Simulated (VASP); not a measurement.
# SiO₂: convergence, self-consistent run

SiO₂, P6_222 (no. 180), 9 atoms in the cell. AM05; PAW potentials Si, O (PBE set). VASP 6.6.1.

Wanted: energy within 0.2 meV/atom; levels at the zone centre within 0.003 eV.

What the run is for: comparing ways to start; Accuracy asked: tight.

Levels at the zone centre: counted from the valence top at that point.

POSCAR:
```
SiO2
1.0
    5.0610887587      0.0000000000      0.0000000000
   -2.5305443793      4.3830314358      0.0000000000
    0.0000000000      0.0000000000      5.5405014100
Si O
3 6
Direct
    0.5000000000      0.0000000000      0.0000000000
    0.5000000000      0.5000000000      0.3333333333
    0.0000000000      0.5000000000      0.6666666667
    0.4172565700      0.2086282850      0.1666666667
    0.7913717150      0.2086282850      0.8333333333
    0.2086282850      0.4172565700      0.5000000000
    0.5827434300      0.7913717150      0.1666666667
    0.2086282850      0.7913717150      0.8333333333
    0.7913717150      0.5827434300      0.5000000000
```

## How the run starts (with a second run first, the time holds both)

| How the run starts (with a second run first, the time holds both) | Energy less reference (meV/atom) | Levels at the zone centre, largest deviation (eV) | Time (s) |
|---|---|---|---|
| from scratch: 14 SCF iterations | 0.00 | 0.0000 | 54 |
| density of a coarse mesh (ICHARG 1): 14 + 8 SCF iterations | 0.00 | 0.0001 | 54 |
| orbitals of a lower cutoff (ISTART 1): 14 + 6 SCF iterations | 0.00 | 0.0002 | 49 |
| orbitals of a loose run: 11 + 2 SCF iterations | 0.00 | 0.0000 | 28 |

## Question

For each series: keep the first row unless others stay within half of the tolerance and take at least 30 % less time, and then take the fastest.

## Answer

- How the run starts (with a second run first, the time holds both): orbitals of a loose run: 11 + 2 SCF iterations

## All choices together

| Input | Energy less reference (meV/atom) | Levels at the zone centre, largest deviation (eV) | Time (s) |
|---|---|---|---|
| chosen settings | 0.00 | 0.0000 | 28 |
| reference settings throughout | 0.00 | 0.0000 | 54 |

The tolerance is met.

Values of the reference run: Levels at the zone centre: -0.271, 0, 6.013 eV from the valence top at Gamma.

## The input

INCAR.step1:
```
  ALGO = Normal
  EDIFF = 0.001
  EFERMI = MIDGAP
  ENCUT = 520
  GGA = AM
  GGA_COMPAT = F
  ISIF = 2
  ISMEAR = 0
  LASPH = T
  LCHARG = T
  LREAL = F
  LWAVE = T
  NELM = 120
  PREC = Normal
  SIGMA = 0.03
```

INCAR.step2, as INCAR.step1 but for:
```
- EDIFF = 0.001
- LCHARG = T
- LWAVE = T
- PREC = Normal
+ EDIFF = 1E-6
+ ISTART = 1
+ LCHARG = F
+ LWAVE = F
+ PREC = Accurate
```

KPOINTS:
```
k-points
0
Gamma
  6 6 5
```

Commands (each step's output is kept before the next begins):
```
cat potpaw_PBE.64/Si/POTCAR potpaw_PBE.64/O/POTCAR > POTCAR
cp INCAR.step1 INCAR
mpirun -np 1 vasp_std > vasp.out
cp INCAR.step2 INCAR
mpirun -np 1 vasp_std > vasp.out
```

The chosen input took VASP 6.6.1 28 s on 1 core (Intel Xeon 6975P-C (Granite Rapids)), a shared host.

## An input that fails: restart asked without its files

VASP's message: ERROR: charge density could not be read from file CHGCAR for ICHARG>10.

Changes against the starting input:
```
- NELM = 120
+ NELM = 60
+ ICHARG = 11
```
